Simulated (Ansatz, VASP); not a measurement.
**Ge: VASP beside Ansatz**

```
CELL_PARAMETERS angstrom
1.57089 -2.73913 0.00000
1.57089 2.73913 0.00000
0.00000 0.00000 4.24215
ATOMIC_POSITIONS crystal
Ge 0.66655 0.33345 0.25000
Ge 0.33345 0.66655 0.75000
```

Alike in both runs: task single point; functional LDA; k mesh 20 × 20 × 12; occupations gaussian, width 0.15 eV; no spin polarisation.

|  | VASP | Ansatz |
| --- | --- | --- |
| version | VASP 6.6.1 | Ansatz 0.2.0 |
| potentials or method | VASP PAW LDA potentials, release 64 (Ge_d) | scalar-relativistic, plane waves, PAW |
| plane-wave cutoff (eV) | 520 | 420 |
| valence electrons in the cell | 28 | 28 |

Ansatz gave:

```
gap on the k mesh at the Fermi level (eV)       : none
pressure (GPa)                                  : 0.2
largest component of the traceless stress (GPa) : 1.81
rms of the force components (eV/Å)              : 0.005
```

**Question.** Estimate VASP's values.

**Answer.** gap on the k mesh at the Fermi level (eV): none; pressure (GPa): 0.2; largest component of the traceless stress (GPa): 1.82; rms of the force components (eV/Å): 0.005.

Atom by atom the forces differ by 0.000 eV/Å (rms over components). A gap of «none» marks a metal or a gap that the smearing closes.
